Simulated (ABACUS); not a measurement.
# Ga in ABACUS: the effect of functional

The system is Ga, a slab with vacuum.

```xyz
5
Lattice="2.8080 0.0000 0.0000 -1.4040 2.6343 0.0000 0.0000 0.0000 24.5038" Properties=species:S:1:pos:R:3 pbc="T T T"
Ga    0.0000    1.4966    7.5000
Ga    1.4040    0.3588    9.8760
Ga    1.4040    1.8554   12.2519
Ga    0.0000    0.7176   14.6279
Ga    0.0000    2.2142   17.0038
```

The slab is cut from a database's or a generator's crystal, which needn't be the stable form of the element.

Alike in all runs:

* Program: ABACUS 3.10.1
* Task: single point
* Potentials or basis: SG15 ONCV 1.2 PBE
* Cutoff: 1361 eV
* Density cutoff: 5442 eV
* Basis: DZP LCAO (the cutoffs set its grid)
* k mesh: 11 × 11 × 1
* Occupations: fermi-dirac, width 0.05 eV
* Spin: no spin polarisation

```tsv
functional	largest force (eV/Å)
LDA	0.06
PBE	0.30
PBEsol	0.14
PW91	?
RPBE	0.34
```

Task: What does the run with functional PW91 give?

Result: Largest force 0.40 eV/Å.

Caveats: the atomic orbitals were generated for these runs and aren't a published set; the potentials were made for another functional, which shifts forces and pressure (some runs); confined orbitals describe the vacuum poorly, which shifts work functions (some runs).
